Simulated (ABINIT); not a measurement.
Crystal: Zr.

```
Zr
1.0
     3.23200    0.00000    0.00000
    -1.61600    2.79899    0.00000
     0.00000    0.00000    5.14700
Zr
2
Direct
  0.66667 0.33333 0.75000
  0.33333 0.66667 0.25000
```

Base run:

```yaml
Program: ABINIT 10.8.3 (patched build)
Functional: SOGGA
Potentials_or_basis: JTH PAW PBE v2.0
Cutoff: 463 eV
k_mesh: 9 × 9 × 5
Occupations: fermi-dirac, width 0.05 eV
Spin: no spin polarisation
```

Its results: band gap on the k mesh none (metal or under the smearing width); pressure -3.7 GPa.

Task: The run is repeated on the same cell with these changes: functional from SOGGA to BLYP. What comes out?

Result: Band gap on the k mesh none (metal or under the smearing width); pressure 3.5 GPa.

BLYP binds less tightly than SOGGA, so the same cell stands under more pressure.

Caveats: the PAW data sets were made with another functional, which shifts forces and pressure a little.
